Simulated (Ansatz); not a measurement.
Crystal: HfN.

```
Hf N
1.0
     3.13391    0.00000    0.00000
    -1.56695    2.71404    0.00000
     0.00000    0.00000    5.41677
Hf N
2 2
Direct
  0.33333 0.66667 0.25000
  0.66667 0.33333 0.75000
  0.00000 0.00000 0.50000
  0.00000 0.00000 0.00000
```

The cell comes from a database or a generator and needn't be the stable form of this composition.

| Item | Value |
| --- | --- |
| Program | Ansatz 0.2.0 |
| Task | single point |
| Functional | PBE |
| Potentials or basis | Ansatz PAW |
| Cutoff | 420 eV (not typed: the program's choice for these potentials) |
| k mesh | 10 × 10 × 5 |
| Occupations | fermi-dirac, width 0.05 eV |
| Spin | no spin polarisation |

On this cell: pressure 6.0 GPa; largest force under 0.003 eV/Å; band gap on the k mesh none (metal or under the smearing width).

The same run follows on a disturbed copy (atoms moved at random, drawn with an rms of 0.05 Å):

```
CELL_PARAMETERS angstrom
3.13391 0.00000 0.00000
-1.56695 2.71404 0.00000
0.00000 0.00000 5.41677
ATOMIC_POSITIONS crystal
Hf 0.33366 0.65416 0.25049
Hf 0.66144 0.33566 0.74992
N 0.00764 0.99647 0.49177
N 0.00460 0.00224 0.99334
```

Q: What changes?

A: The energy (extrapolated to zero smearing) moves by +8.1 meV/atom; pressure 6.5 GPa; largest force 0.585 eV/Å; band gap on the k mesh none (metal or under the smearing width).

Forces in eV/Å, atoms in the order of the input:
```
Hf  -0.010  0.320 -0.455
Hf   0.395 -0.075 -0.385
N   -0.283 -0.045  0.510
N   -0.102 -0.200  0.329
```

Stress tensor (GPa, compression positive):
```
 6.85 -0.31 -0.10
-0.31  6.47 -0.02
-0.10 -0.02  6.14
```
